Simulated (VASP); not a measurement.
ZnO, 4 atoms in the cell. The structure is hexagonal, space group P6_3mc (No. 186). The conventional cell has a = 3.287 Å, b = 3.287 Å, c = 5.300 Å, α = 90.00°, β = 90.00°, γ = 120.00°. Around Zn (site symmetry 3m) lie 4 O at 2.00 to 2.01 Å. Around O (site symmetry 3m) lie 4 Zn at 2.00 to 2.01 Å. 

* Program: VASP 6.6.1
* Task: band structure
* Functional: PBE
* Potentials or basis: VASP PAW PBE potentials, release 64 (Zn, O)
* Cutoff: 520 eV
* k mesh: 9 × 9 × 5
* Occupations: gaussian, width 0.03 eV
* Spin: no spin polarisation
* Further INCAR settings: ALGO = Normal; EDIFF = 1e-06; NBANDS = 26

Potentials or basis: VASP PAW PBE potentials, release 64 (Zn, O).

Run with:

```bash
$ cat potpaw_PBE.64/Zn/POTCAR potpaw_PBE.64/O/POTCAR > POTCAR
$ mpirun -np 1 vasp_std > vasp.out
```

Hardware: 1 thread of Intel(R) Xeon(R) Platinum 8488C (Sapphire Rapids), on a shared host.

Estimate the wall time of this run.

Wall time 64 s on 1 thread of Intel(R) Xeon(R) Platinum 8488C (Sapphire Rapids) (shared host), peak memory 0.2 GiB. Counts: scf iterations 62, k points 36.
